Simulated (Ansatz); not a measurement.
# A strain series on AgCl (rocksalt): biaxial in x and y, z held

Rocksalt AgCl, relaxed with r2SCAN in Ansatz 0.2.0, then strained (biaxial in x and y, z held; changes of length per length, axes as in the cell below) with the atoms relaxed again within the symmetry that is left. The symmetry is Fm-3m (No. 225, cubic); conventional cell a = 5.546 Å, 21.33 Å³ an atom. Around Ag lie 6 Cl at 2.77 Å; around Cl lie 6 Ag at 2.77 Å. No spin polarisation and no zero-point or thermal motion.

```yaml
crystal:
  lattice:
    - [0.00000, 2.77318, 2.77318]
    - [2.77318, 0.00000, 2.77318]
    - [2.77318, 2.77318, 0.00000]
  atoms:
    - { symbol: Ag, position: [0.00000, 0.00000, 0.00000] }
    - { symbol: Cl, position: [0.50000, 0.50000, 0.50000] }
```

Gaps are the least over each mesh (PBE 8×8×8, r2SCAN 8×8×8, HSE06 6×6×6 when unstrained) and the special points, which keep their unstrained names; stress is the change from the unstrained cell, compression positive.

```csv
strain (%),"gap, PBE (eV)","gap, r2SCAN (eV)","gap, HSE06 (eV)","edges, HSE06","in-plane stress, r2SCAN (GPa)","energy rise, r2SCAN (meV/atom)"
-1.23,0.867,1.434,2.358,L → Γ,+1.50,2.2
-0.48,0.894,1.459,2.390,L → Γ,+0.55,0.3
0.0,0.912,1.475,2.411,L → Γ,0.00,0.0
+3.16,0.855,1.400,2.349,L → Γ,-2.72,13.0
```

Between zero and the nearest strains the slope of the HSE06 gap against strain is +0.043 eV per percent for negative and -0.020 for positive strain; it falls either way, as happens when edge states split or other valleys take over.

Spin-orbit coupling is left out.

The meshes of the hybrids are coarse, so their gaps aren't converged to the digits shown.
